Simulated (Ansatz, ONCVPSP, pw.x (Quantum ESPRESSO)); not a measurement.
**pw.x on fcc Mo: one setting changed**

Potential: optimised norm-conserving Vanderbilt (ONCV), ONCVPSP 4.0.1.1 (patched build), PBE; core [Ar] 3d10, reference 4s2 4p6 4d5 5s1; waves: 4s+5s: rc 1.70 bohr, ncon 4, nbas 7, qcut 7.9 1/bohr, 2 projectors; 4p: rc 1.45 bohr, ncon 5, nbas 8, qcut 11.1 1/bohr, 2 projectors, debl 2.1 Ha; 4d: rc 2.70 bohr, ncon 4, nbas 9, qcut 6.2 1/bohr, 2 projectors, debl 3 Ha; local part: polynomial inside 1.10 bohr (lpopt 1, dvloc0 6 Ha); core correction: none.

The reference run (k-mesh 14³, cutoffs 110/440 Ry, Fermi–Dirac 0.01 Ry, mixing_beta 0.4, conv_thr 1e-9, no spin) gives 1.81 GPa at 16.027 Å³/atom, where all-electron LAPW gives 0.44 GPa. This run, with its own iteration cap, changes mixing_ndim to 4.

```
&control
  calculation='scf', prefix='x', pseudo_dir='./', outdir='./tmp', tstress=.true., disk_io='none'
/
&system
  ibrav=0, nat=1, ntyp=1, ecutwfc=110, ecutrho=440, nbnd=15,
  occupations='smearing', smearing='fd', degauss=0.01
/
&electrons
  conv_thr=1e-09, mixing_beta=0.4, electron_maxstep=60, mixing_ndim=4
/
ATOMIC_SPECIES
Mo 1.0 Mo.UPF
CELL_PARAMETERS angstrom
  0.00000000 2.00112437 2.00112437
  2.00112437 0.00000000 2.00112437
  2.00112437 2.00112437 0.00000000
ATOMIC_POSITIONS crystal
Mo 0.0000 0.0000 0.0000
K_POINTS automatic
14 14 14 0 0 0
```

```bash
pw.x < Mo.scf.in > Mo.scf.out
```

Question: How does the run end?

Answer: It converges in 8 iterations; the free energy moves by +0.0 meV/atom and the pressure by +0.00 GPa. The result is that of the reference run.

```
Message from routine setup:
     using ibrav=0 with symmetry is DISCOURAGED, use correct ibrav instead
     lattice parameter (alat)  =       5.3480  a.u.
     unit-cell volume          =     108.1556 (a.u.)^3
     number of electrons       =        14.00
     number of Kohn-Sham states=           15
     kinetic-energy cutoff     =     110.0000  Ry
     charge density cutoff     =     440.0000  Ry
     scf convergence threshold =      1.0E-09
     Exchange-correlation= PBE
     number of k points=   104  Fermi-Dirac smearing, width (Ry)=  0.0100
     iteration #  1     ecut=   110.00 Ry     beta= 0.40
     total energy              =    -135.60623167 Ry
     estimated scf accuracy    <       0.10603114 Ry
     iteration #  2     ecut=   110.00 Ry     beta= 0.40
     total energy              =    -135.61034351 Ry
     estimated scf accuracy    <       0.01192337 Ry
     iteration #  3     ecut=   110.00 Ry     beta= 0.40
     total energy              =    -135.61187054 Ry
     estimated scf accuracy    <       0.00075635 Ry
     [... 2 iterations left out ...]
     iteration #  6     ecut=   110.00 Ry     beta= 0.40
     total energy              =    -135.61191149 Ry
     estimated scf accuracy    <       0.00000002 Ry
     iteration #  7     ecut=   110.00 Ry     beta= 0.40
     total energy              =    -135.61191149 Ry
     estimated scf accuracy    <          3.3E-09 Ry
     iteration #  8     ecut=   110.00 Ry     beta= 0.40
     the Fermi energy is    20.6017 ev
!    total energy              =    -135.61191149 Ry
     estimated scf accuracy    <          8.1E-11 Ry
     smearing contrib. (-TS)   =      -0.00580372 Ry
     The total energy is F=E-TS. E is the sum of the following terms:
     one-electron contribution =     -18.68235516 Ry
     hartree contribution      =      17.53994386 Ry
     xc contribution           =     -15.64647202 Ry
     ewald contribution        =    -118.81722445 Ry
     convergence has been achieved in   8 iterations
          total   stress  (Ry/bohr**3)                   (kbar)     P=       18.04
     Message from routine punch:
     Nothing written, as per user request (disk_io='none')
```

The run took about 22 s on one core of a shared host (Intel(R) Xeon(R) Platinum 8559C, 192 threads, 1488 GiB, load 48).
